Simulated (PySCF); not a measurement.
Work out the structure from these simulated measurements.

Formula: C3H6O.

| Item | Value |
| --- | --- |
| 1H NMR | chemical shifts (computed TMS as zero) by class: 2.71 (1 H), 2.53 (1 H), 2.14 (1 H), 1.20 (3 H) ppm [GIAO PBE0/pcSseg-2] |
| NMR, other nuclei | isotropic shieldings of nuclei other than C and H, by class: 314 (1 O) ppm [GIAO PBE0/pcSseg-2] |
| Rotational structure | rotational constants A, B, C: 18.412, 6.735, 6.014 GHz [PBE0-D3(BJ)/def2-TZVP] |
| Dipole | 2.03 D [CAM-B3LYP/aug-cc-pVTZ] |
| Triplet | lowest triplet excitation (Tamm–Dancoff): 7.09 eV [TDA CAM-B3LYP/aug-cc-pVTZ] |
| UV, first state | lowest singlet excitation: 7.16 eV (173 nm, f = 0.010) [TDDFT CAM-B3LYP/aug-cc-pVTZ] |
| UV, strongest line | among the 10 lowest singlet transitions: S7 at 8.36 eV (148 nm, f = 0.041) [TDDFT CAM-B3LYP/aug-cc-pVTZ] |
| Polarisability | 40.6 au [CAM-B3LYP/aug-cc-pVTZ] |
| 13C NMR | chemical shifts (computed TMS as zero) by class: 50.6 (1 C), 50.0 (1 C), 20.6 (1 C) ppm [GIAO PBE0/pcSseg-2] |

The electronic properties come from PySCF, for the isolated species, density fitting. Levels stand in brackets. Isolated species at its PBE0-D3(BJ)/def2-TZVP geometry, gas phase. Each NMR value is the plain mean over a class of atoms that symmetry, rotation or inversion makes alike.

**Question.** Give a SMILES that accounts for the data.

**Answer.** Numbering: `[CH3:1][C@@H:2]1[CH2:3][O:4]1`. Its formula, C3H6O, gives 1 degree of unsaturation: 1 ring and 0 π bonds in the structure found. 3 carbons fall into 3 classes; from least to most shielded: ring sp3 carbon bound to oxygen [C2] (50.6 ppm), ring sp3 carbon bound to oxygen [C3] (50.0 ppm), methyl carbon [C1] (20.6 ppm). Hydrogen classes from least to most shielded: 1 H on an sp3 carbon bound to oxygen, C2 (2.71 ppm), 1 H on an sp3 carbon bound to oxygen, C3 (2.53 ppm), 1 H on an sp3 carbon bound to oxygen, C3 (2.14 ppm), 3 H on a methyl carbon, C1 (1.20 ppm, a mean of values up to 1.2 ppm apart in this geometry). The other shieldings belong to: 314 ppm, epoxide oxygen [O4]. The optimised geometry has point group C1 and is an asymmetric top. Structure: propylene oxide (`C[C@@H]1CO1`). Computed isomers that give other values at the same levels: `C1COC1` (lowest singlet excitation: 6.32 eV (196 nm, f = 0.008)); `CC(C)=O` (lowest singlet excitation: 4.52 eV (274 nm, f = 0.000)); `CCC=O` (lowest singlet excitation: 4.40 eV (282 nm, f = 0.000)). The assignments are read from this structure; whether some other isomer fits the data as well wasn't checked. The mirror image fits equally.
